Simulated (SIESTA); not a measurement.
Runs of SIESTA 5.4.2 on GaN. The structure is cubic, space group F-43m (No. 216). Conventional cell: a = 4.507 Å, b = 4.507 Å, c = 4.507 Å, α = 90.00°, β = 90.00°, γ = 90.00°. Around Ga (site symmetry -43m) lie 4 N at 1.95 Å. N (site symmetry -43m) is surrounded by 4 Ga at 1.95 Å. The cell is a database's computed one.

```tsv
level	potentials or basis	energy shift	gap on the mesh (eV)	pressure (GPa)
PBE	PseudoDojo 0.4 standard (PBE files), TZDP (energy shift 0.002 Ry; radii capped at 9.5 bohr)	0.002 Ry	1.75	8.8
PBE	PseudoDojo 0.4 standard (PBE files), DZ (energy shift 0.002 Ry; radii capped at 9.5 bohr)	0.002 Ry	1.71	(d)
PBE	PseudoDojo 0.4 standard (PBE files), DZ (energy shift 0.01 Ry)	0.01 Ry	(c)	6.9
PBE	PseudoDojo 0.4 standard (PBE files), DZP (energy shift 0.002 Ry; radii capped at 9.5 bohr)	0.002 Ry	1.72	9.0
PBEsol	PseudoDojo 0.4 standard (PBEsol files), DZP (energy shift 0.002 Ry; radii capped at 9.5 bohr)	0.002 Ry	(b)	3.0
LDA	PseudoDojo 0.4 standard (LDA files), DZP (energy shift 0.002 Ry; radii capped at 9.5 bohr)	0.002 Ry	1.77	(a)
```

Alike in all rows: task band structure; no spin polarisation; cell as given; k mesh 10 × 10 × 10; smearing fermi-dirac 0.05 eV; grid cutoff 800 Ry.

**Question.** Fill in the values left out.

**Answer.** (a) -2.7; (b) 1.69; (c) 1.80; (d) 9.6.

Caveats: semicore shells carry a single zeta, which can move pressures by several GPa and volumes by a few percent; the basis of atomic orbitals isn't converged, which shifts pressures, moduli and gaps; the basis has no polarisation orbitals (some runs).

A k mesh can miss the band edges, and the runs leave out spin-orbit coupling on Ga.
